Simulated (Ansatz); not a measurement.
# BP: LAPW beside PAW, part 2 of 2

Does the method matter for BP? The same cell, functional and mesh are run with full-potential LAPW, PAW on the default files and datasets made for this crystal. The cell is first relaxed from a guess with PAW; it needn't be the stable phase of this composition.

Ansatz 0.2.0; DFT PBE; a cell built from a prototype (rocksalt type), not taken from measurement. «Crystal datasets» are all-electron PAW datasets made for this crystal. Earlier steps stand in the parts before.

### 3 Full-potential LAPW

File input.yaml:

```yaml
crystal:
  lattice:
    - [0.0, 2.1597997182, 2.1597997182]
    - [2.1597997182, 0.0, 2.1597997182]
    - [2.1597997182, 2.1597997182, 0.0]
  atoms:
    - { symbol: B, position: [0.0, 0.0, 0.0] }
    - { symbol: P, position: [0.5, 0.5, 0.5] }
kpoints:
  mp_grid: { grid: [16, 16, 16] }
  band_path:
    path:
      - [0.0, 0.0, 0.0]
      - [0.5, 0.0, 0.5]
      - [0.625, 0.25, 0.625]
      - [0.375, 0.375, 0.75]
      - [0.0, 0.0, 0.0]
      - [0.5, 0.5, 0.5]
      - [0.5, 0.25, 0.75]
      - [0.5, 0.0, 0.5]
    npoints: 14
scf:
  occupations: { method: fermi_dirac, width: 0.05 }
hamiltonian:
  xc: pbe
  pseudopotentials: { kind: all_electron, lapw: { basis_error: 0.0005 } }
output:
  forces: true
  stress: true
  eigenvalues: true
  fatbands: true
  populations: true
  dos: { projected: true, de: 0.2, e_range: [-14, 8] }
```

Run with:

```
> ansatz run input.yaml --threads 1 --pin off --max-ram 2048MiB --backend cpu --events-out ev --progress --plain --runs-dir out
```

Output (excerpt; [...] marks lines left out):

```text
B: projections on atomic orbitals take those of the free atom 1s2 2s2 2p1, of charge +0.00 (hamiltonian.pseudopotentials.projection_atoms)
P: projections on atomic orbitals take those of the free atom 1s2 2s2 2p6 3s2 3p3, of charge +0.00 (hamiltonian.pseudopotentials.projection_atoms)
LAPW: plane waves up to 8.179 Å⁻¹, error target 5.0e-4 eV per atom; small_component_spin mean_spin; B in spheres of 1.032 Å, 5 of its electrons in bands, Dirac shells []; P in spheres of 1.128 Å, 13 of its electrons in bands, Dirac shells []
[...]
Pseudopotentials: kind: all_electron
Pseudopotential: B, LAPW, valence charge 5, Koelling and Harmon's equation, gaussian nucleus
Pseudopotential: P, LAPW, valence charge 13, Koelling and Harmon's equation, gaussian nucleus
Functional definition: PBE
[...]
Crystal: 2 atoms, lattice volume = 20.150 Å³
[...]
NSCF: frozen V_eff on 99 k-points
SCF converged after 6 iterations
Free energy (F): -9983.896304 eV
[...]
E sigma→0 (E₀):  -9983.893689 eV
Entropy (-TS):   -0.005229 eV (-2.614 meV/atom)
Fermi energy:    12.917750 eV
[...]
--- Forces (eV/Å), atoms counted from 1 ---
  atom   1  B     -0.00000000     0.00000000     0.00000000
  atom   2  P      0.00000000    -0.00000000    -0.00000000
[...]
--- Stress (GPa, compression-positive) ---
        0.036008      -0.000000       0.000000
       -0.000000       0.036008      -0.000000
        0.000000      -0.000000       0.036008
  P = ⅓ Tr σ = 0.0360 GPa (0.360 kbar)
--- Band table (eV; the first three rows and the last of 145) ---
  k-point 0: bands = ["-161.2515", "-156.3361", "-106.8322", "-106.8322", "-106.8322", "-3.9845", "12.9394", "12.9394", "12.9394", "19.4390", "20.7895", "20.7895", "20.7895"]
[...]
--- Löwdin populations: 2 sites ---
  site symbol       q [e]
     0      B      5.6009
     1      P     14.3156
  spilling = 0.004172 (of n_electrons = 20.000000)
```

Run time: 7.5 s. Hardware: 1 thread of Intel Xeon 6975P-C (Granite Rapids), shared host; peak memory 0.37 GiB.

In short: pressure 0.04 GPa; no gap.

At the corners of the path (eV, zero at the Fermi level):

```
point  band 6  band 7  band 8  band 9  band 10  band 11  band 12
    Γ  -16.90    0.02    0.02    0.02     6.52     7.87     7.87
    X  -10.59   -9.00   -4.23   -4.23    -2.80     2.62    12.04
    U  -10.32   -8.18   -8.14   -3.33    -0.36     6.98     7.71
    K  -10.32   -8.18   -8.14   -3.33    -0.36     6.98     7.71
    Γ  -16.90    0.02    0.02    0.02     6.52     7.87     7.87
    L  -12.44  -10.60    0.66    0.66     1.18     1.18     5.09
    W   -9.86   -7.42   -7.32   -7.32     3.58     4.66     9.31
    X  -10.59   -9.00   -4.23   -4.23    -2.80     2.62    12.04
```

States per cell, counted by energy window (eV from the Fermi level, on a grid of 0.20 eV):

```
from  to  total  P 3p  B 2p  B 2s  P 3s
 -10  -9   0.25  0.14  0.03  0.07  0.02
  -9  -8   0.53  0.26  0.10  0.12  0.05
  -8  -7   0.53  0.24  0.13  0.09  0.07
  -7  -6   0.56  0.26  0.16  0.09  0.06
  -6  -5   0.62  0.28  0.19  0.08  0.06
  -5  -4   0.74  0.35  0.27  0.07  0.05
  -4  -3   0.77  0.36  0.30  0.05  0.04
  -3  -2   0.66  0.30  0.27  0.04  0.03
  -2  -1   0.61  0.25  0.24  0.06  0.04
  -1   0   0.60  0.21  0.24  0.08  0.05
   0   1   0.76  0.23  0.34  0.09  0.06
   1   2   0.69  0.23  0.28  0.07  0.07
   2   3   0.57  0.16  0.26  0.04  0.06
   3   4   0.45  0.17  0.14  0.03  0.02
   4   5   0.58  0.21  0.14  0.05  0.02
```

### 4 PAW on the default files

input.yaml, as its differences from that of step 3:

```diff
@@ -25,3 +25,3 @@
   xc: pbe
-  pseudopotentials: { kind: all_electron, lapw: { basis_error: 0.0005 } }
+  pseudopotentials: { kind: paw }
 output:
@@ -30,4 +30,9 @@
   eigenvalues: true
-  fatbands: true
+  efg: { contact_densities: true }
   populations: true
+  bader: true
   dos: { projected: true, de: 0.2, e_range: [-14, 8] }
+  write_density: true
+  write_potential: true
+  elf: true
+  volumetric_format: npy
```

Run with:

```
> ansatz run input.yaml --threads 1 --pin off --max-ram 2048MiB --backend cpu --events-out ev --progress --plain --runs-dir out
```

Output (excerpt; [...] marks lines left out):

```text
[...]
Pseudopotentials: kind: paw
Pseudopotential: B, paw, valence charge 3, recommended cutoff 420 eV (normal)
Pseudopotential: P, paw, valence charge 5, recommended cutoff 420 eV (normal)
Functional definition: PBE
[...]
Crystal: 2 atoms, lattice volume = 20.150 Å³
Basis set: ecut = 420 eV, 411 PW (Γ), exchange–correlation on 48×48×48 points (8 copies of the dense FFT grid, shifted against one another)
Bands: 8, of which v1, the nominal top of the filled ones, is band 4 counted from 1 (3 counted from 0)
Symmetry: 48 space group operations
Space group: Fm-3m (ITA 225), of the structure as read, at distance tolerance 2.7e-5 Å
k-points: 145 of 4096
[...]
SCF iter   1: F=—  HF=-910.324612 eV  |F-HF|=—  |Δ(HF+E_count)|=         —  Δρ=1.89e-3  dr2=2.93e-4  ethr=1.77e-3  ⟨swp⟩=5.6  Hψ=9582  notcnv=0
[...]
       -0.000000       0.000000      -0.000556
  P = ⅓ Tr σ = -0.0006 GPa (-0.006 kbar)
--- PAW observables at the nuclei: V_zz in 10²¹ V/m², potentials from the cell's mean, atoms counted from 1 ---
  atom   1  B  V_zz =    -0.000000   η = 0.0000   by run symmetry: forbidden
            electrostatic potential = -327.768145 V   contact ρ = 487.536470 e/Å³
  atom   2  P  V_zz =    +0.000000   η = 0.0000   by run symmetry: forbidden
            electrostatic potential = -1497.067998 V   contact ρ = 16024.327994 e/Å³
--- Band table (eV; the first three rows and the last of 145) ---
  k-point 0: bands = ["-5.0731", "11.8466", "11.8466", "11.8466", "18.3446", "19.6977", "19.6977", "19.6977"]
[...]
--- Löwdin populations: 2 sites ---
  site symbol       q [e]
     0      B      3.6490
     1      P      4.2633
  spilling = 0.010964 (of n_electrons = 8.000000)
--- Bader charges: 2 sites ---
  site symbol  charge [e]  shift [e]
     0      B      0.0166     0.0000
     1      P     -0.0166     0.0000
  estimated error of the sums over rays = 3.7e-4 e
```

Wall time 11 s (1 thread of Intel Xeon 6975P-C (Granite Rapids), shared host); peak memory 0.4 GiB.

In short: pressure 0.00 GPa; no gap.

```
atom  Bader charge (e)  basin volume (Å³)
  B1             +0.02               7.44
  P2             -0.02              12.71
```

The fields are shown in the conventional cell of this run's space group, carried over from its grid by interpolation.

Density in a lattice plane of the grid's cell (edges 4.32 and 4.32 Å, at 0.000 of the third edge), which holds B and P.

Ten even steps from ' ' (0.03 e/Å³) to '@' (0.73 e/Å³):
```
++##%%%%######%%@@%%++::..::++%%@@%%######%%%%**
%%%%%%##**++****%%%%%%******%%%%%%****++**##%%%%
%%%%##**======++**##@@@@@@@@@@##**++======**##%%
####**++==------==**##@@@@@@##**==------==++**##
%%##**++----::----++**##%%##**++----::----++**##
@@@@##**==------==++**######**++==------==**##@@
@@@@@@##**++======**##%%%%%%##**======++**##@@@@
****%%%%%%****++**##%%%%%%%%%%##**++****%%%%%%**
..::++%%@@%%######%%%%##++**%%%%######%%@@%%++::
    ==%%@@@@%%##%%@@%%++::++%%@@%%##%%@@@@%%==  
..::++%%@@%%######%%%%**++##%%%%######%%@@%%++::
****%%%%%%****++**##%%%%%%%%%%##**++****%%%%%%**
@@@@@@##**++======**##%%%%%%##**======++**##@@@@
@@@@##**==------==++**######**++==------==**##@@
%%##**++----::----++**##%%##**++----::----++**##
####**++==------==**##@@@@@@##**==------==++**##
%%%%##**======++**##@@@@@@@@@@##**++======**##%%
%%%%%%##**++****%%%%%%******%%%%%%****++**##%%%%
++**%%%%######%%@@%%++::..::++%%@@%%######%%%%##
::++%%@@%%##%%@@@@%%==      ==%%@@@@%%##%%@@%%++
```
Columns run along the first of these edges and rows up along the second, over one cell in 24 and 20 even steps from the bottom left corner. Atoms in the plane (fractional): B at (0.00, 0.00), B at (0.50, 0.50), P at (0.00, 0.50), P at (0.50, 0.00).

ELF in the same plane.

Ten even steps from '0' (0.00) to '9' (0.85):
```
003689999620002699998630
345777788753235788777754
877765567888888876556777
998653345789998754335689
998643234689998643234689
998754335689998653345789
888876556777877765567888
235788777754345777788753
002699998630003689999620
001699998620002689999610
002699998630003689999620
235788777754345777788753
888876556777877765567888
998754335689998653345789
998643234689998643234689
998653345789998754335689
877765567888888876556777
345777788753235788777754
003689999620002699998630
002689999610001699998620
```
Columns run along the first of these edges and rows up along the second, over one cell in 24 and 20 even steps from the bottom left corner. Atoms in the plane (fractional): B at (0.00, 0.00), B at (0.50, 0.50), P at (0.00, 0.50), P at (0.50, 0.00).

Both are smooth fields of the valence electrons: close to the nuclei they are not physical.

The highest ELF values outside the cores: 0.86 on the P–B line, 0.8 Å from P.

### 5 Datasets made for this crystal

input.yaml, as its differences from that of step 4:

```diff
@@ -20,3 +20,3 @@
       - [0.5, 0.0, 0.5]
-    npoints: 14
+    npoints: 8
 scf:
@@ -25,3 +25,3 @@
   xc: pbe
-  pseudopotentials: { kind: paw }
+  pseudopotentials: { kind: all_electron, datasets: crystal }
 output:
@@ -31,8 +31 @@
   efg: { contact_densities: true }
-  populations: true
-  bader: true
-  dos: { projected: true, de: 0.2, e_range: [-14, 8] }
-  write_density: true
-  write_potential: true
-  elf: true
-  volumetric_format: npy
```

Run with:

```
> ansatz run input.yaml --threads 1 --pin off --max-ram 2048MiB --backend cpu --events-out ev --progress --plain --runs-dir out
```

Output (excerpt; [...] marks lines left out):

```text
[...]
Pseudopotentials: kind: all_electron
Pseudopotential: B, paw, valence charge 3, recommended cutoff 280 eV (normal), Koelling and Harmon's equation, gaussian nucleus
Pseudopotential: P, paw, valence charge 5, recommended cutoff 280 eV (normal), Koelling and Harmon's equation, gaussian nucleus
Functional definition: PBE
[...]
Crystal: 2 atoms, lattice volume = 20.150 Å³
Basis set: ecut = 280 eV, 181 PW (Γ), exchange–correlation on 36×36×36 points (8 copies of the dense FFT grid, shifted against one another)
Bands: 8, of which v1, the nominal top of the filled ones, is band 4 counted from 1 (3 counted from 0)
Symmetry: 48 space group operations
Space group: Fm-3m (ITA 225), of the structure as read, at distance tolerance 2.7e-5 Å
k-points: 145 of 4096
[...]
  The terms above E_closure are by the made datasets' own strengths, without shells solved beside the bands.
--- Forces (eV/Å), atoms counted from 1 ---
  atom   1  B     -0.00000000     0.00000000    -0.00000000
  atom   2  P      0.00000000    -0.00000000     0.00000000
[...]
--- Stress (GPa, compression-positive) ---
        0.037623      -0.000000       0.000000
       -0.000000       0.037623      -0.000000
        0.000000      -0.000000       0.037623
  P = ⅓ Tr σ = 0.0376 GPa (0.376 kbar)
--- PAW observables at the nuclei: V_zz in 10²¹ V/m², potentials from the cell's mean, atoms counted from 1 ---
  atom   1  B  V_zz =    +0.000000   η = 0.0000   by run symmetry: forbidden
            electrostatic potential = -327.838653 V   contact ρ = 487.562446 e/Å³
  atom   2  P  V_zz =    +0.000000   η = 0.0000   by run symmetry: forbidden
            electrostatic potential = -1497.082646 V   contact ρ = 16037.275284 e/Å³
--- Band table (eV; the first three rows and the last of 145) ---
  k-point 0: bands = ["-3.9845", "12.9395", "12.9395", "12.9395", "19.4390", "20.7893"]
[...]
```

It took 4.6 s on 1 thread of Intel Xeon 6975P-C (Granite Rapids), shared host; peak memory 0.43 GiB.

Read from it: pressure 0.04 GPa; no gap.

```
atom  contact density (e/Å³)
  B1                487.5624
  P2                16037.28
```

### 6 Side by side

| method | pressure (GPa) | SCF cycles, all passes |
| --- | --- | --- |
| LAPW | 0.04 | 6 |
| PAW | 0.00 | 6 |
| crystal datasets | 0.04 | 6 |

### 7 Outcome

This closing draws on all 2 parts.

| quantity | value |
| --- | --- |
| pressure | LAPW 0.04, PAW 0.00, crystal datasets 0.04 GPa |
| gap (LAPW) | none |
| Bader charges (PAW) | B1 +0.02, P2 -0.02 e |
| highest ELF (PAW) | 0.86, 0.79 Å from P |

**Reading.** The pressure is within half a GPa of zero, so the volume is close to equilibrium at this level. There is no gap at this level; the crystal is a metal here. Within 0.3 eV of the Fermi level the largest projected share is B 2p (44 %). The projection holds only the free atom's occupied shells (B 2s, B 2p, P 3s, P 3p in this range). PAW lies -0.04 GPa from LAPW in pressure.
